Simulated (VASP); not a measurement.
**A VASP 6.6.1 single-point calculation on CdTe**

INCAR

```
SIGMA = 0.02
LASPH = .TRUE.
IBRION = -1
NBANDS = 16
EDIFF = 1E-7
LREAL = .FALSE.
NSW = 0
NELM = 100
LCHARG = .FALSE.
ENCUT = 520
ISMEAR = -1
LWAVE = .FALSE.
ISIF = 2
PREC = Accurate
NELMIN = 4
GGA = PE
```

KPOINTS

```
KPOINTS created by Atomic Simulation Environment
0
Gamma
3 3 3
0 0 0
```

POSCAR

```
Cd Te
 1.0000000000000000
     0.0000000000000000    3.2799551162000000    3.1487569115000000
     3.2799551162000000    0.0000000000000000    3.1487569115000000
     3.2799551162000000    3.2799551162000000    0.0000000000000000
 Cd  Te
   1   1
Cartesian
  0.0000000000000000  0.0000000000000000  0.0000000000000000
  1.6399775581000000  1.6399775581000000  1.5743784557500000
```

The recommended PBE PAW datasets give the neutral cell 18 valence electrons.

Command

```
mpirun -np 1 vasp_std
```

OSZICAR

```
N       E                     dE             d eps       ncg     rms          rms(c)
DAV:   1     0.100609144989E+03    0.10061E+03   -0.83199E+03   192   0.987E+02
DAV:   2    -0.140536153369E+01   -0.10201E+03   -0.97004E+02   240   0.232E+02
DAV:   3    -0.476087418082E+01   -0.33555E+01   -0.33531E+01   232   0.445E+01
DAV:   4    -0.479116862342E+01   -0.30294E-01   -0.30294E-01   288   0.382E+00
DAV:   5    -0.479123533227E+01   -0.66709E-04   -0.66709E-04   248   0.170E-01    0.559E+00
DAV:   6    -0.453318579233E+01    0.25805E+00   -0.42345E-01   216   0.770E+00    0.462E+00
DAV:   7    -0.451203423999E+01    0.21152E-01   -0.14530E-01   208   0.239E+00    0.184E+00
DAV:   8    -0.451396130021E+01   -0.19271E-02   -0.13829E-02   200   0.132E+00    0.547E-01
DAV:   9    -0.451459856737E+01   -0.63727E-03   -0.12906E-03   216   0.388E-01    0.126E-01
DAV:  10    -0.451469673315E+01   -0.98166E-04   -0.16664E-04   256   0.130E-01    0.626E-02
DAV:  11    -0.451475865437E+01   -0.61921E-04   -0.11032E-04   208   0.717E-02    0.331E-02
DAV:  12    -0.451475751200E+01    0.11424E-05   -0.45441E-06   256   0.195E-02    0.210E-02
DAV:  13    -0.451475780804E+01   -0.29604E-06   -0.49853E-06   232   0.131E-02    0.998E-03
DAV:  14    -0.451475785689E+01   -0.48846E-07   -0.76618E-07   256   0.602E-03
   1 F= -.45147579E+01 E0= -.45147579E+01  d E =-.355387E-08
```

From OUTCAR

```
k-points           NKPTS =      6   k-points in BZ     NKDIM =      6   number of bands    NBANDS=     16

   NELECT =      18.0000    total number of electrons

   dimension x,y,z NGX =    36 NGY =   36 NGZ =   36
   dimension x,y,z NGXF=    72 NGYF=   72 NGZF=   72

  energy-cutoff  :      520.00
  volume of cell :       67.75
      direct lattice vectors                 reciprocal lattice vectors
     0.000000000  3.279955116  3.148756912    -0.152441110  0.152441110  0.158792823
     3.279955116  0.000000000  3.148756912     0.152441110 -0.152441110  0.158792823
     3.279955116  3.279955116  0.000000000     0.152441110  0.152441110 -0.158792823

 k-points in reciprocal lattice and weights: KPOINTS created by Atomic Simulation Env
   0.00000000  0.00000000  0.00000000       0.037
   0.33333333 -0.00000000  0.00000000       0.296
   0.33333333  0.33333333  0.00000000       0.074
  -0.33333333  0.33333333  0.00000000       0.148
   0.33333333  0.00000000  0.33333333       0.148
  -0.33333333  0.00000000  0.33333333       0.296

 E-fermi :   2.8822

 k-point     1 :       0.0000    0.0000    0.0000
  band No.  band energies     occupation
      1      -8.7115      2.00000
      2      -5.9279      2.00000
      3      -5.9279      2.00000
      4      -5.9172      2.00000
      5      -5.6718      2.00000
      6      -5.6661      2.00000
      7       2.4252      2.00000
      8       2.4252      2.00000
      9       2.5521      2.00000
     10       3.2120      0.00000
     11       7.0092      0.00000
     12       7.0233      0.00000
     13       7.0233      0.00000
     14       9.9241      0.00000
     15      11.5112      0.00000
     16      12.0187      0.00000

 k-point     2 :       0.3333   -0.0000    0.0000
  band No.  band energies     occupation
      1      -8.4093      2.00000
      2      -5.8791      2.00000
      3      -5.8693      2.00000
      4      -5.6699      2.00000
      5      -5.6639      2.00000
      6      -5.5520      2.00000
      7      -1.1590      2.00000
      8       1.7625      2.00000
      9       1.9343      2.00000
     10       4.3534      0.00000
     11       7.5491      0.00000
     12       7.7243      0.00000
     13       8.7620      0.00000
     14      10.5058      0.00000
     15      11.3460      0.00000
     16      11.3492      0.00000

 k-point     3 :       0.3333    0.3333    0.0000
  band No.  band energies     occupation
      1      -8.3051      2.00000
      2      -5.8080      2.00000
      3      -5.8080      2.00000
      4      -5.7668      2.00000
      5      -5.6444      2.00000
      6      -5.4255      2.00000
      7      -0.9379      2.00000
      8       0.8454      2.00000
      9       0.8454      2.00000
     10       4.9655      0.00000
     11       5.5787      0.00000
     12       9.9135      0.00000
     13       9.9135      0.00000
     14       9.9782      0.00000
     15      12.5147      0.00000
     16      14.5922      0.00000

 ...

  Total        1.5104071      1.5104071      1.7397297      0.0000000      0.0000000      0.0000000
  in kB       35.7190314     35.7190314     41.1421931      0.0000000      0.0000000      0.0000000
  external PRESSURE =      37.5267519 kB  Pullay stress =       0.0000000 kB

 POSITION                                       TOTAL-FORCE (eV/Angst)
 -----------------------------------------------------------------------------------
      0.00000      0.00000      0.00000        -0.000000     -0.000000     -0.000000
      1.63998      1.63998      1.57438         0.000000      0.000000      0.000000
 -----------------------------------------------------------------------------------
    total drift:                               -0.000000     -0.000000     -0.000000

  FREE ENERGIE OF THE ION-ELECTRON SYSTEM (eV)
  ---------------------------------------------------
  free  energy   TOTEN  =        -4.5147578569 eV

  energy  without entropy=       -4.5147578533  energy(sigma->0) =       -4.51475786
```

It converged. Results: gap between bands v and c on the k mesh 0.66 eV; least direct gap on the k mesh 0.66 eV; pressure 3.8 GPa. Band v is the last that the valence electrons fill when counted band by band, and c is the next.

These settings aren't sound, so the numbers aren't properties of the crystal.

On sound settings PBE gives a gap of 0.70 eV on its mesh and a pressure of 2.9 GPa for the intended cell.

The run took about 10 s on one core of a shared host (Intel Xeon Platinum 8488C) and held 0.2 GiB at most.
